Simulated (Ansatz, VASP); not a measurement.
## Two plane-wave programs on CuAu

The input INCAR:

```
ALGO = Fast
EDIFF = 1E-6
ENCUT = 520
GGA = PE
ISIF = 2
ISMEAR = 0
LASPH = T
LCHARG = F
LREAL = F
LWAVE = F
NBANDS = 18
NELM = 80
PREC = Accurate
SIGMA = 0.15
```

The input KPOINTS:

```
k-points
0
Gamma
  18 18 14
```

POSCAR

```
CuAu
1.0
    2.7720000000      0.0000000000      0.0000000000
    0.0000000000      2.7720000000      0.0000000000
    0.0000000000      0.0000000000      3.6700000000
Cu Au
1 1
Direct
    0.5000000000      0.5000000000      0.5000000000
    0.0000000000      0.0000000000      0.0000000000
```

Input for Ansatz:

```yaml
crystal:
  lattice:
    - [2.772, 0.0, 0.0]
    - [0.0, 2.772, 0.0]
    - [0.0, 0.0, 3.67]
  atoms:
    - { symbol: Cu, position: [0.5, 0.5, 0.5] }
    - { symbol: Au, position: [0.0, 0.0, 0.0] }
basis:
  ecutwfc: 420
kpoints:
  mp_grid: { grid: [18, 18, 14] }
hamiltonian:
  xc: pbe
scf:
  occupations: { method: gaussian, width: 0.15 }
output:
  forces: true
  stress: true
  eigenvalues: true
```

Change from the starting cell: strain -0.0100 x Voigt [1, 1, 0, 0, 0, 0], atoms carried along.

Alike in both runs: task single point; functional PBE; k mesh 18 × 18 × 14; occupations gaussian, width 0.15 eV; no spin polarisation.

|  | VASP | Ansatz |
| --- | --- | --- |
| version | VASP 6.6.1 | Ansatz 0.2.0 |
| potentials or method | VASP PAW PBE potentials, release 64 (Cu, Au) | scalar-relativistic, plane waves, PAW |
| plane-wave cutoff (eV) | 520 | 420 |
| valence electrons in the cell | 22 | 38 |

VASP gave:

```
gap on the k mesh at the Fermi level (eV)       : none
pressure (GPa)                                  : 10.7
largest component of the traceless stress (GPa) : 1.03
```

Problem. What did Ansatz give for the same quantities?

Solution. gap on the k mesh at the Fermi level (eV): none; pressure (GPa): 10.5; largest component of the traceless stress (GPa): 1.09.

A gap of «none» marks a metal or a gap that the smearing closes. The two sets of potentials don't hold the same shells in valence.

Spin-orbit coupling is left out, which matters for the levels of Au.
